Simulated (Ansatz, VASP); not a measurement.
# One calculation of MoS2, two programs

The input INCAR:

```
  PREC = Accurate
  ENCUT = 520
  EDIFF = 1E-6
  ISMEAR = 0
  SIGMA = 0.01
  LREAL = F
  LASPH = T
  NELM = 100
  ALGO = Normal
  ISIF = 2
  LWAVE = F
  LCHARG = F
  GGA = PS
  NBANDS = 20
```

The input KPOINTS:

```
Automatic mesh
0
Gamma
  6 6 6
```

File POSCAR:

```
MoS2
1.0
    1.5875907347      0.9165959380      6.1939395993
   -1.5875907347      0.9165959380      6.1939395993
    0.0000000000     -1.8331918760      6.1939395993
Mo S
1 2
Direct
   -0.0000146007     -0.0000146007     -0.0000146007
    0.4170015121      0.4170015121      0.4170015121
    0.2496797553      0.2496797553      0.2496797553
```

Input for Ansatz:

```yaml
crystal:
  lattice:
    - [1.5875907347, 0.916595938, 6.1939395993]
    - [-1.5875907347, 0.916595938, 6.1939395993]
    - [0.0, -1.833191876, 6.1939395993]
  atoms:
    - { symbol: Mo, position: [-1.46007e-05, -1.46007e-05, -1.46007e-05] }
    - { symbol: S, position: [0.4170015121, 0.4170015121, 0.4170015121] }
    - { symbol: S, position: [0.2496797553, 0.2496797553, 0.2496797553] }
kpoints:
  mp_grid: { grid: [6, 6, 6] }
hamiltonian:
  xc: pbesol
scf:
  occupations: { method: fixed }
  n_extra_bands: 4
output:
  forces: true
  stress: true
  eigenvalues: true
```

The cell was built by a generator and needn't be a form met in nature.

Alike in both runs: task single point; functional PBEsol; k mesh 6 × 6 × 6; no spin polarisation.

```csv
,VASP,Ansatz
version,VASP 6.6.1,Ansatz 0.2.0
potentials or method,"VASP PAW PBE potentials, release 64 (Mo_sv, S)","plane waves, PAW"
plane-wave cutoff (eV),520,420
occupations,"gaussian, width 0.01 eV",fixed
valence electrons in the cell,26,26
```

Ansatz gave:

```
gap on the k mesh at the Fermi level (eV)       : 0.91
pressure (GPa)                                  : -2.5
largest component of the traceless stress (GPa) : 1.32
rms of the force components (eV/Å)              : 0.067
```

Q: What did VASP give for the same quantities?

A: gap on the k mesh at the Fermi level (eV): 0.93; pressure (GPa): -2.5; largest component of the traceless stress (GPa): 1.30; rms of the force components (eV/Å): 0.067.

Atom by atom the forces differ by 0.001 eV/Å (rms over components).

Caveats: the PAW data sets were made with another functional, which shifts forces and pressure a little (VASP). A k mesh can miss the band edges.
